**Why does the band gap get worse when I raise the plane-wave cutoff?**

I want the smallest basis that still gives a settled gap for BaTiO₃, so I ran the same crystal with a series of cutoffs. The atoms never move and the k mesh stays the same.

Ansatz 0.2.0, scalar-relativistic PBE with plane waves and PAW potentials (set soft_2), for BaTiO₃ (Amm2, 5 atoms) at fixed geometry, without spin polarisation. The k mesh is 8x8x8 and unshifted, the Gaussian smearing is 0.02 eV wide, and the density cutoff is four times the wave cutoff. Both columns give Kohn-Sham gaps taken from the mesh points only.

```
wave cutoff  gap on mesh (eV)  direct gap on mesh (eV)
     150 eV             1.157                    1.442
     200 eV             1.439                    2.202
     250 eV             1.865                    1.909
     300 eV             1.793                    1.959
     350 eV             1.854                    1.997
     380 eV             1.856                    1.993
     420 eV             1.855                    1.994
     460 eV             1.855                    1.993
     520 eV             1.855                    1.993
     600 eV             1.855                    1.993
     700 eV             1.855                    1.993
```

Up to 250 eV the gap climbs, and there it seems to have arrived. At 300 eV it drops again by 0.07 eV, before it settles at 1.855 eV. The direct gap misbehaves in a different row: it is much too large at 200 eV. I thought that a larger basis was always a better one. Is one of these runs faulty, and can I use 250 eV, since its gap is right?

**Answer**

Measured against two smooth curves, the most irregular rows are 200 and 250 eV, which miss by roughly 0.07 to 0.2 eV; the rows at 150 and 300 eV miss by up to about 0.05 eV. They don't need a faulty run to explain them: a small basis treats different electron states unequally, and a gap exposes that. From 350 eV on, both gaps stay within about 0.004 eV of their values at 700 eV. I wouldn't use 250 eV, because its gap is right only through errors that happen to cancel.

The total energy shows what smooth convergence looks like. It falls at every step of your series, and up to 300 eV its error shrinks by a factor of 3.5 to 4 for each 50 eV added. The energy is found by minimising over the basis, so added waves tend to lower it. It also collects contributions from all filled states at all k points, so the unevenness between them is largely averaged out. The gap has no such protection, since it is the difference between just two states, the highest filled and the lowest empty one.

To size the breaks, suppose that the gap error simply follows the energy error. If the same missing waves cause both, the plainest guess is that the two are proportional, with one factor fitted to all eleven rows. At 200 eV the energy is 4.80 eV per atom above its value at 700 eV, and the fitted factor is −0.0447, so the gap should be too small by 0.0447 × 4.80 ≈ 0.21 eV. In the table it is too small by 0.416 eV, about twice as much, although this row took part in the fit.

At 250 eV the same rule predicts a gap about 0.06 eV too small, whereas the computed one is 0.01 eV too large. A second smooth curve, an exponential decay with its own width, also has the computed gap below it at 200 eV and above it at 250 eV, but it makes the second break the larger one. Under the first rule the rows at 150 and 300 eV also miss, by about 0.05 eV each; under the second they fit better. The directions of the breaks at 200 and 250 eV are therefore clearer than their exact sizes. Both curves lean heavily on the 150 eV row, so the break at 200 eV in particular is expected to shrink if that row is left out, and neither curve should be used to predict a gap. The printed analysis after this answer gives the misses for every row.

The best clue to the cause is in your own table, in the row at 200 eV. The column "gap on mesh" compares the highest filled with the lowest empty state anywhere on the k mesh, while "direct gap on mesh" compares filled and empty states at the same k point. If the small basis merely moved the whole valence band and the whole conduction band, each by a fixed amount, both gaps would change equally. Instead the first is 0.416 eV too small and the second 0.209 eV too large. The basis error must therefore differ from one k point to another.

Theory gives a reason for this. A state at a given k is built from plane waves with wave vectors k + G, where G runs over the reciprocal lattice, and the cutoff keeps those whose kinetic energy lies below it. Each k point thus gets its own set of waves, and a low cutoff can leave one point worse served than another. In this nearly cubic cell, the point that holds the valence top at 200 eV is expected to get fewer waves than the centre or the corner of the zone. The states at stake are expected to be compact: mainly O 2p at the top of the valence band and Ti 3d at the bottom of the conduction band. At 200 eV the shortest wave in the basis is 0.87 Å long, which is coarse even for the smoothed orbitals of the PAW method, while at 420 eV it is 0.60 Å.

The band edges then make the unevenness visible, because they are extremes. The valence top is whichever filled state lies highest, so a state that the basis pushes up too far becomes the new top and narrows the gap. This is what the 200 eV run shows: its valence top lies 0.43 eV above the place it has at 700 eV, while the conduction bottom is off by only 0.01 eV. All runs share the same mean electrostatic potential, so these levels can be compared, and almost the whole gap error comes from the filled side.

The valence top also changes its place in the zone. It is at the centre of the zone at 150 eV, then at one point of the zone boundary at 200 eV and at another at 250 eV. Only from 300 eV on does it stay at the corner where the converged calculation has it. The first three rows of your gap column therefore compare different pairs of states, and there is no reason why they should lie on one smooth curve.

This also explains why the good value at 250 eV is misleading. Both band edges lie too low there, by 0.06 and 0.05 eV, and a shift common to both drops out of their difference. Other quantities, in which the errors don't happen to cancel, give the row away. The direct gap is 0.084 eV too small, and the pressure is −2.9 GPa where the converged run has +1.9 GPa, so even its sign is wrong.

At 300 eV the valence top has reached the right k point, yet the gap is further off than at 250 eV. The filled edge is still too high by 0.05 eV and the empty edge too low by 0.02 eV, so the two errors now add up instead of cancelling. Meanwhile the energy error has fallen to a quarter of what it was. The basis has become better, and only the cancellation has been lost.

One part of the cause stays open. With a fixed potential, a smaller basis could only push the lowest states at each k point up, but at 250 eV both edges lie below their converged places, and at 300 eV the empty edge does. The 200 eV row hints at the same: its conduction bottom at the zone centre has hardly moved while the direct gap has grown, so if the converged direct gap lies at the centre, as expected, the filled level there has dropped by about 0.2 eV or more. The potential itself must therefore have changed, through the electron density from which it is built, through the coarser grid that holds it, or both. In these runs the cutoff for the density was always four times the wave cutoff, so the two were raised together. A series with the density cutoff held fixed and high would show how much of each break belongs to the grid. The density would still change with the waves, and only runs in the fixed potential of the converged calculation would remove that part as well.

For choosing a cutoff, this means that a single row that agrees with the final value proves little. Look for several steps in a row over which both gaps stay put and the band edges keep their k points; here that begins at 350 eV. The total energy itself needs more, as it is still 0.06 eV per atom too high at that cutoff. Energy differences usually settle earlier, but they need a test of their own. The program also warns that every cutoff up to 380 eV is below its recommendation, so 420 eV is the first choice without that warning. These runs used a soft set of atomic potentials, and a harder set may need a higher cutoff.

A settled number is also not yet a correct one. The 1.855 eV is the converged PBE gap for this fixed geometry and this k mesh, and PBE is known to underestimate the gaps of such oxides strongly; the measured gap is roughly 3 eV, a recalled figure. No increase of the cutoff will close that difference, because it comes mainly from the functional and not from the basis.

Printed output of the fit:

```
fit of dg on 11 rows: coefficient of dE -0.04474 +/- 0.004; rms 0.0676, worst 200 eV 0.201, leave-one-out rms 0.211
fit of dg on 11 rows: coefficient of exp(-(Ec - 150)/s) -0.7233 +/- 0.055, s 56.62; rms 0.0547, worst 250 eV -0.134, leave-one-out rms 3.3
Errors against 700 eV (eV; energy in eV per atom):
     row   energy     gap  direct gap  valence top  conduction bottom  gap less lockstep model  gap less exponential model
  150 eV    16.79  -0.698      -0.551        1.341             0.6428                  0.05324                     0.02534
  200 eV    4.799  -0.416       0.209       0.4266            0.01056                  -0.2013                     -0.1169
  250 eV    1.289    0.01      -0.084     -0.06252           -0.05214                  0.06767                      0.1337
  300 eV   0.3209  -0.062      -0.034      0.04575           -0.01645                 -0.04764                    -0.01084
  350 eV  0.05942  -0.001       0.004     -0.00366           -0.00393                 0.001658                     0.02015
  380 eV  0.01946   0.001           0     -0.00239           -0.00072                 0.001871                     0.01345
  420 eV  0.00398       0       0.001     -0.00035            0.00021                0.0001781                    0.006145
  460 eV  0.00106       0           0        3e-05            0.00038                4.742e-05                    0.003032
  520 eV  0.00058       0           0        8e-05            0.00021                2.595e-05                    0.001051
  600 eV   0.0002       0           0        1e-05              8e-05                8.947e-06                   0.0002559
  700 eV        0       0           0            0                  0                        0                   4.376e-05
Factor by which the energy error falls from 150 to 200 eV: 3.499
Factor by which the energy error falls from 200 to 250 eV: 3.723
Factor by which the energy error falls from 250 to 300 eV: 4.017
Fall of the gap from 250 to 300 eV (eV): 0.072
Size of gap error at 300 eV over that at 250 eV: 6.2
Direct less fundamental gap at 200 eV (eV): 0.763
Direct less fundamental gap at 250 eV (eV): 0.044
Direct less fundamental gap at 700 eV (eV): 0.138
Pressure at 250 eV less that at 700 eV (GPa): -4.776
Unrounded gap at 420 eV less that at 700 eV (meV): 0.56
Shortest wavelength in the basis at 200 eV (angstrom): 0.8672
Shortest wavelength in the basis at 420 eV (angstrom): 0.5984
```
